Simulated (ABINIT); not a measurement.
AlN in ABINIT: convergence with k mesh

The system is AlN.

```xyz
4
Lattice="3.1130 0.0000 0.0000 -1.5565 2.6959 0.0000 0.0000 0.0000 4.9810" Properties=species:S:1:pos:R:3 pbc="T T T"
Al    1.5445    0.9099    2.4991
Al   -0.0289    1.8073   -0.0305
N     1.5019    0.8529    4.3273
N    -0.0145    1.7877    1.8684
```

The cell isn't the ideal one: atoms moved at random, drawn with an rms of 0.05 Å.

| Property | Result |
| --- | --- |
| Program | ABINIT 10.8.3 (patched build) |
| Task | single point |
| Functional | BLYP |
| Potentials or basis | JTH PAW PBE v2.0 |
| Cutoff | 707 eV |
| k mesh | 1 × 1 × 1 |
| Occupations | gaussian, width 0.05 eV |
| Spin | no spin polarisation |

These are the settings of the first run; the series varies k mesh, with any setting tied to it.

Hardware: 1 thread of Arm Neoverse V2 (shared host).

```csv
k mesh,"energy less the tightest run, at zero smearing (meV/atom)",pressure (GPa),largest force (eV/Å),gap on the mesh (eV),SCF cycles,CPU time (s),peak memory (GiB)
1 × 1 × 1,3025.43,18.24,2.292,3.899,13,8.2,0.1
2 × 2 × 1,234.54,7.40,1.614,4.457,14,9.7,0.1
3 × 3 × 2,43.61,7.25,1.422,4.498,14,14,0.1
4 × 4 × 2,7.36,7.12,1.391,4.516,14,19,0.11
5 × 5 × 3,1.74,7.15,1.382,4.519,14,33,0.12
6 × 6 × 4,0.29,7.16,1.381,4.520,15,57,0.14
7 × 7 × 4,0.07,7.16,1.380,4.521,14,70,0.15
9 × 9 × 5,0.00,7.16,1.380,4.521,15,150,0.21
10 × 10 × 6,0.00,7.16,1.380,4.521,17,240,0.26
```

Against the tightest run, the energy stays within 1 meV/atom from 6 × 6 × 4 on; the pressure stays within 0.1 GPa from 3 × 3 × 2 on; the largest force stays within 0.005 eV/Å from 5 × 5 × 3 on; the gap on the mesh stays within 0.01 eV from 4 × 4 × 2 on. Meshes of other sizes hit other points, so gaps and Fermi surfaces needn't settle smoothly. The tightest run that finished is the yardstick and may itself not be fully converged.

Caveat, for the tightest run too: the PAW data sets were made with another functional, which shifts forces and pressure a little.
